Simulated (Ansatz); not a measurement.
Space group P-3m1 (No. 164). a = 3.752 Å, b = 3.752 Å, c = 6.527 Å, α = 90.00°, β = 90.00°, γ = 120.00°
```json
{"atom": "Pt", "site": "1a", "symmetry": "-3m.", "x": "0.0000", "y": "0.0000", "z": "0.0000"}
{"atom": "Se", "site": "2d", "symmetry": "3m.", "x": "0.3333", "y": "0.6667", "z": "0.2002"}
```

Equation of state of this PtSe2 structure (not necessarily the ground state), with shape and atoms relaxed at each volume where symmetry leaves them free. Computed with DFT PBE, scalar-relativistic, plane waves, PAW (Ansatz 0.2.0).

Settings: cutoff 420 eV, Γ-centred mesh 12×12×4 on the computed 3-atom cell, Gaussian smearing of 0.02 eV; no spin polarisation.

```
V (Å³/atom) E − E(largest V) (meV/atom) P (GPa) gap on mesh (eV)
     24.928                         0.19     0.11              0.64
     25.724                        -0.29     0.08              0.78
     26.519                        -0.39    -0.01              0.90
     27.315                        -0.25    -0.14              0.99
     28.110                         0.00    -0.15              1.06
```

Question: Fit a third-order Birch–Murnaghan equation to E(V).

Answer: V0 = 26.39 Å³/atom, B0 = 2 GPa, B0' = 16.6. B0' is unusual or poorly fixed by this range.

Spin-orbit coupling is left out, which matters for the bands of heavy elements. The cell holds layers, and where no dispersion correction was added their binding is poorly described.